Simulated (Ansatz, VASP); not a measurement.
Two plane-wave programs on KI

File INCAR:

```
  ALGO = Normal
  EDIFF = 1E-6
  ENCUT = 520
  GGA = PE
  ISIF = 2
  ISMEAR = 0
  LASPH = True
  LCHARG = True
  LELF = True
  LREAL = False
  LVHAR = True
  LWAVE = False
  NBANDS = 15
  NELM = 80
  PREC = Accurate
  SIGMA = 0.02
```

Contents of KPOINTS:

```
k-points
0
Gamma
  6 6 6
```

Contents of POSCAR:

```
KI
1.0
    0.0000000000      3.7040092424      3.7040092424
    3.7040092424      0.0000000000      3.7040092424
    3.7040092424      3.7040092424      0.0000000000
K I
1 1
Direct
    0.0000000000      0.0000000000      0.0000000000
    0.5000000000      0.5000000000      0.5000000000
```

Input for Ansatz:

```yaml
crystal:
  lattice:
    - [0.0, 3.7040092424, 3.7040092424]
    - [3.7040092424, 0.0, 3.7040092424]
    - [3.7040092424, 3.7040092424, 0.0]
  atoms:
    - { symbol: K, position: [0.0, 0.0, 0.0] }
    - { symbol: I, position: [0.5, 0.5, 0.5] }
basis:
  ecutwfc: 420
kpoints:
  mp_grid: { grid: [6, 6, 6] }
hamiltonian:
  xc: pbe
scf:
  occupations: { method: gaussian, width: 0.02 }
output:
  forces: true
  stress: true
  eigenvalues: true
```

Alike in both runs: task single point; functional PBE; k mesh 6 × 6 × 6; occupations gaussian, width 0.02 eV; no spin polarisation.

|  | VASP | Ansatz |
| --- | --- | --- |
| version | VASP 6.6.1 | Ansatz 0.2.0 |
| potentials or method | VASP PAW PBE potentials, release 64 (K_sv, I) | scalar-relativistic, plane waves, PAW |
| plane-wave cutoff (eV) | 520 | 420 |
| valence electrons in the cell | 16 | 26 |

|  | VASP | Ansatz | Ansatz less VASP |
| --- | --- | --- | --- |
| gap on the k mesh at the Fermi level (eV) | 3.66 | 3.66 | +0.004 |
| least direct gap on the mesh (eV) | 3.66 | 3.66 | +0.004 |
| pressure (GPa) | -0.8 | -0.8 | -0.02 |

With one functional, cell and mesh, what is left measures potentials, basis and numerics. The two sets of potentials don't hold the same shells in valence.

Caveats: spin-orbit coupling is left out, which moves the levels of the heavy elements. Expect the measured gap to be larger: semilocal functionals such as PBE lack the derivative discontinuity.
